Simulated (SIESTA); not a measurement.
Write the native input for SIESTA 5.4.2 that does the following.

* Task: single point
* Functional: PBEsol
* Potentials or basis: PseudoDojo 0.4 standard (PBEsol files)
* Basis: DZP (energy shift 0.003 Ry)
* Grid cutoff: 500 Ry
* Energy shift: 0.003 Ry
* k mesh: 11 × 11 × 11
* Occupations: fermi-dirac, width 0.05 eV
* Spin: no spin polarisation

The system is Al.

```
Al
1.0
     0.00000    2.02481    2.02481
     2.02481    0.00000    2.02481
     2.02481    2.02481    0.00000
Al
1
Direct
  0.00000 0.00000 0.00000
```

One way to write it, as run:

Al.fdf

```
SystemName                      Aluminum
SystemLabel                     Al
NumberOfSpecies                 1
NumberOfAtoms                   1
%block ChemicalSpeciesLabel
  1  13 Al
%endblock ChemicalSpeciesLabel

LatticeConstant                 1.0 Ang
%block LatticeVectors
     0.0000000000     2.0248050000     2.0248050000
     2.0248050000     0.0000000000     2.0248050000
     2.0248050000     2.0248050000     0.0000000000
%endblock LatticeVectors
AtomicCoordinatesFormat         Fractional
%block AtomicCoordinatesAndAtomicSpecies
     0.0000000000     0.0000000000     0.0000000000  1  Al
%endblock AtomicCoordinatesAndAtomicSpecies

%block kgrid.MonkhorstPack
   11   0   0  0.0
    0  11   0  0.0
    0   0  11  0.0
%endblock kgrid.MonkhorstPack
XC.Functional                   GGA
XC.Authors                      PBEsol
PAO.BasisSize                   DZP
PAO.EnergyShift                 0.003 Ry
Mesh.Cutoff                     500 Ry
OccupationFunction              FD
ElectronicTemperature           0.05 eV
MaxSCFIterations                120
SCF.MustConverge                false
SCF.Mixer.Method                Pulay
SCF.Mixer.Weight                0.25
SCF.Mixer.History               8
SCF.DM.Tolerance                5.0e-05
SCF.H.Tolerance                 1.0e-03 eV
WriteForces                     true
Charge.Mulliken                 end
Charge.Hirshfeld                end
Charge.Voronoi                  end
SaveRho                         true
SaveElectrostaticPotential      true
```

Potentials or basis: PseudoDojo 0.4 standard (PBEsol files), DZP (energy shift 0.003 Ry).

Command:

```console
$ siesta < Al.fdf > Al.out 2>&1
```

It gave:

| Property | Result |
| --- | --- |
| Pressure | -1.9 GPa |
| Band gap on the k mesh | none (metal or under the smearing width) |

Caveat: the basis of atomic orbitals isn't converged, which shifts pressures, moduli and gaps.

It took 64 s on 1 thread of Arm Neoverse N1, with other jobs on the host, peak memory 0.19 GiB.
